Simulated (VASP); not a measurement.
# BeSe (F-43m) in VASP: a series of runs, part 2 of 2

VASP 6.6.1. Earlier steps stand in the parts before.

### 6 Relaxation of the atoms, PBE+D3(BJ) (a relaxed cell with its volume scaled by 1.06)

The input, INCAR:

```
SYSTEM = BeSe
PREC = Accurate
ENCUT = 600
EDIFF = 1E-7
ISMEAR = 0
SIGMA = 0.03
LREAL = .False.
LASPH = .True.
NELM = 80
ALGO = Normal
ISIF = 2
LWAVE = .False.
LCHARG = .False.
GGA = PE
IVDW = 12
IBRION = 2
NSW = 40
EDIFFG = -0.01
```

The input, KPOINTS:

```
regular mesh
0
Gamma
  10 10 10
  0 0 0
```

The input, POSCAR:

```
BeSe                                    
1.0
    0.0000000000      2.6065852639      2.6065852639
    2.6065852639      0.0000000000      2.6065852639
    2.6065852639      2.6065852639      0.0000000000
  Be              Se            
     1     1
Direct
     0.0000000000000000    0.0000000000000000    0.0000000000000000
     0.2500000000000000    0.2500000000000000    0.2500000000000000
```

Potentials or basis: VASP PAW PBE potentials, release 64 (Be, Se).

Started as:

```
cat potpaw_PBE.64/Be/POTCAR potpaw_PBE.64/Se/POTCAR > POTCAR
mpirun -np 1 vasp_std > vasp.out
```

OUTCAR:

```text
SYSTEM = BeSe
   PREC = Accurate
   ENCUT = 600
   EDIFF = 1E-7
   ISMEAR = 0
   LREAL = .False.
   LASPH = .True.
   NELM = 80
   ISIF = 2
   GGA = PE
   IVDW = 12
   IBRION = 2
   NSW = 40
   EDIFFG = -0.01
 IVDW          = 12

 ion  position               nearest neighbor table
   1  0.000  0.000  0.000-   2 2.26   2 2.26   2 2.26   2 2.26
   2  0.250  0.250  0.250-   1 2.26   1 2.26   1 2.26   1 2.26

  LATTYP: Found a face centered cubic cell.
 ALAT       =     5.2131705278

  Lattice vectors:

 A1 = (   0.0000000000,   2.6065852639,   2.6065852639)
 A2 = (   2.6065852639,   0.0000000000,   2.6065852639)
 A3 = (   2.6065852639,   2.6065852639,   0.0000000000)

Analysis of symmetry for initial positions (statically):
=====================================================================
 Subroutine PRICEL returns:
 Original cell was already a primitive cell.

 Routine SETGRP: Setting up the symmetry group for a
 face centered cubic supercell.

 Subroutine GETGRP returns: Found 24 space group operations
 (whereof 24 operations were pure point group operations)
 out of a pool of 48 trial point group operations.

The static configuration has the point symmetry T_d .

Analysis of symmetry for dynamics (positions and initial velocities):
=====================================================================
 Subroutine PRICEL returns:
 Original cell was already a primitive cell.

 Routine SETGRP: Setting up the symmetry group for a
 face centered cubic supercell.

 Subroutine GETGRP returns: Found 24 space group operations
 (whereof 24 operations were pure point group operations)
 out of a pool of 48 trial point group operations.

The dynamic configuration has the point symmetry T_d .

 Subroutine INISYM returns: Found 24 space group operations
 (whereof 24 operations are pure point group operations),
 and found     1 'primitive' translations

----------------------------------------------------------------------------------------

[... 118 lines left out ...]
   LHFCALC =     F    Hartree Fock is set to
   AEXX    =    0.0000 exact exchange contribution
   IVDW    =    12    specifies the selected vdW correction
   LEPSILON=     F    determine dielectric tensor
   LRPA    =     F    only Hartree local field effects (RPA)
 conjugate gradient relaxation of ions
 non-spin polarized calculation
 Gauss-broadening in eV      SIGMA  =   0.03
  energy-cutoff  :      600.00
  volume of cell :       35.42
 maximum number of plane-waves:      1243
 NGX is ok and might be reduce to    30
   NGX = 15   NGY = 15   NGZ = 15

 number of electron       8.0000000 magnetization

 Free energy of the ion-electron system (eV)
  ---------------------------------------------------
  ext. energy  EPLUGINS =         0.00000000
  ---------------------------------------------------
  free energy    TOTEN  =        -8.85695388 eV

  energy without entropy =       -8.85695388  energy(sigma->0) =       -8.85695388

 E-fermi :   3.1884     XC(G=0):  -9.2689

 val. band max:        2.9864332714   @ k =   0.0000   0.0000   0.0000
 cond. band min:       5.6920039431   @ k =   0.5000   0.5000   0.0000
 fundamental gap:      2.7055706717
 Fermi energy:         3.1883844798

 k-point     1 :       0.0000    0.0000    0.0000
  band No.  band energies     occupation
      1     -10.5606      2.00000
      2       2.9864      2.00000
      3       2.9864      2.00000
      4       2.9864      2.00000
      5       7.0609      0.00000
      6       7.9992      0.00000
      7       7.9992      0.00000
      8       7.9992      0.00000
[... 243 lines left out ...]
 k-point    24 :       0.4000    0.3000    0.0000
  band No.  band energies     occupation
      1      -9.3025      2.00000
      2      -1.1463      2.00000
      3       0.6410      2.00000
      4       0.8941      2.00000
      5       6.4863      0.00000
      6       8.1183      0.00000
      7      12.0080      0.00000
      8      12.2750      0.00000

 [... further k-points ...]

------------------------ aborting loop because EDIFF is reached ----------------------------------------

 Edisp (eV)   -0.60481

 E8    (eV) :    -0.2363

  FORCE on cell =-STRESS in cart. coord.  units (eV):
  Direction    XX          YY          ZZ          XY          YZ          ZX
  --------------------------------------------------------------------------------------
  -------------------------------------------------------------------------------------
  Total      -0.93614    -0.93614    -0.93614     0.00000    -0.00000     0.00000
  in kB     -42.34529   -42.34529   -42.34529     0.00000    -0.00000     0.00000
  external pressure =      -42.35 kB  Pullay stress =        0.00 kB

 VOLUME and BASIS-vectors are now :
 -----------------------------------------------------------------------------
  energy-cutoff  :      600.00
  volume of cell :       35.42
      direct lattice vectors                 reciprocal lattice vectors
     0.000000000  2.606585264  2.606585264    -0.191821847  0.191821847  0.191821847
     2.606585264  0.000000000  2.606585264     0.191821847 -0.191821847  0.191821847
     2.606585264  2.606585264  0.000000000     0.191821847  0.191821847 -0.191821847

 POSITION                                       TOTAL-FORCE (eV/Angst)
 -----------------------------------------------------------------------------------
      0.00000      0.00000      0.00000         0.000000      0.000000      0.000000
      1.30329      1.30329      1.30329        -0.000000     -0.000000     -0.000000
 -----------------------------------------------------------------------------------
    total drift:                                0.000000      0.000000      0.000000

  FREE ENERGIE OF THE ION-ELECTRON SYSTEM (eV)
  ---------------------------------------------------
  free  energy   TOTEN  =        -9.4617618713 eV

  energy  without entropy=       -9.4617618713  energy(sigma->0) =       -9.46176187

 reached required accuracy - stopping structural energy minimisation
```

OSZICAR:

```text
N       E                     dE             d eps       ncg     rms          rms(c)
DAV:   1     0.240332676508E+02    0.24033E+02   -0.40054E+03   752   0.932E+02
DAV:   2    -0.811966896222E+01   -0.32153E+02   -0.31268E+02  1120   0.122E+02
DAV:   3    -0.895421692853E+01   -0.83455E+00   -0.83455E+00   880   0.256E+01
DAV:   4    -0.895696027289E+01   -0.27433E-02   -0.27433E-02  1168   0.165E+00
DAV:   5    -0.895696131068E+01   -0.10378E-05   -0.10378E-05   888   0.266E-02    0.322E+00
DAV:   6    -0.888279284048E+01    0.74168E-01   -0.53767E-02   840   0.146E+00    0.202E+00
DAV:   7    -0.885577191651E+01    0.27021E-01   -0.91627E-02  1048   0.197E+00    0.242E-01
DAV:   8    -0.885668051665E+01   -0.90860E-03   -0.14689E-03   792   0.291E-01    0.679E-02
DAV:   9    -0.885693757723E+01   -0.25706E-03   -0.36252E-04   952   0.147E-01    0.317E-02
DAV:  10    -0.885695011417E+01   -0.12537E-04   -0.29987E-05  1008   0.343E-02    0.625E-03
DAV:  11    -0.885695369160E+01   -0.35774E-05   -0.68485E-06   816   0.185E-02    0.143E-03
DAV:  12    -0.885695380878E+01   -0.11718E-06   -0.43617E-07  1048   0.470E-03    0.502E-04
DAV:  13    -0.885695387754E+01   -0.68752E-07   -0.86599E-08   848   0.186E-03
   1 F= -.94617619E+01 E0= -.94617619E+01  d E =-.946176E+01
```

CONTCAR:

```text
BeSe
   1.00000000000000
     0.0000000000000000    2.6065852639000000    2.6065852639000000
     2.6065852639000000    0.0000000000000000    2.6065852639000000
     2.6065852639000000    2.6065852639000000    0.0000000000000000
  Be              Se
     1     1
Direct
     0.0000000000000000    0.0000000000000000    0.0000000000000000
     0.2500000000000000    0.2500000000000000    0.2500000000000000

  0.00000000E+00  0.00000000E+00  0.00000000E+00
  0.00000000E+00  0.00000000E+00  0.00000000E+00
```

Run time: 9.2 s. Hardware: 1 thread of AMD EPYC 9R45 (Zen 5), shared host; peak memory 0.15 GiB.

Results:

```
Free energy                : -9.4618 eV
Pressure after relaxing    : -4.2 GPa
Band gap on the k mesh     : 2.71 eV, indirect (least direct gap 4.07 eV)
Dispersion energy per atom : -0.302 eV
```

Final structure:
```xyz
2
Lattice="0.0000 2.6066 2.6066 2.6066 0.0000 2.6066 2.6066 2.6066 0.0000" Properties=species:S:1:pos:R:3 pbc="T T T"
Be    0.0000    0.0000    0.0000
Se    1.3033    1.3033    1.3033
```

Caveat: the relaxation stopped at its first step, so nothing moved. A k mesh can miss the band edges.

### 7 The runs side by side

```csv
cell,gap on the mesh (eV),pressure (GPa)
atoms relaxed from: a relaxed cell with its volume scaled by 0.98,2.53,1.7
atoms relaxed,2.58,0.0
atoms relaxed from: a relaxed cell with its volume scaled by 1.02,2.63,-1.5
atoms relaxed from: a relaxed cell with its volume scaled by 1.04,2.67,-3.0
atoms relaxed from: a relaxed cell with its volume scaled by 1.06,2.71,-4.2
```

Alike in all rows: task relaxation of the atoms; level PBE+D3(BJ); potentials or basis VASP PAW PBE potentials, release 64 (Be, Se); no spin polarisation; k mesh 10 × 10 × 10; cutoff (eV) 600; smearing gaussian 0.03 eV.

Caveats: the relaxation stopped at its first step, so nothing moved.

Total energies depend on the potentials used, so only differences within one code and one set of settings carry meaning.
